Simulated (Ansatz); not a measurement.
Hg:

```
CELL_PARAMETERS angstrom
-1.87674 1.87674 1.91684
1.87674 -1.87674 1.91684
1.87674 1.87674 -1.91684
ATOMIC_POSITIONS crystal
Hg 0.50000 0.50000 0.00000
```

Program: Ansatz 0.2.0. Alike in all runs: potentials or basis Ansatz PAW; cell as given; cutoff (eV) 420.

Order these runs on this cell by their pressure, lowest first.
A. level BLYP; spin SOC, no magnetisation; k mesh 7 × 7 × 7; smearing methfessel-paxton 0.1 eV
B. level LDA; spin off; k mesh 10 × 10 × 10; smearing gaussian 0.02 eV
C. level PBEsol; spin off; k mesh 10 × 10 × 10; smearing gaussian 0.1 eV

B (-4.2 GPa), C (-2.4 GPa), A (4.2 GPa).

Caveats: the PAW data sets come from PBE, with cores solved anew for the run's functional, which leaves a small shift of forces and pressure; the potentials were made for another functional, which shifts forces and pressure (some runs).

Not every run made on this cell is shown here.
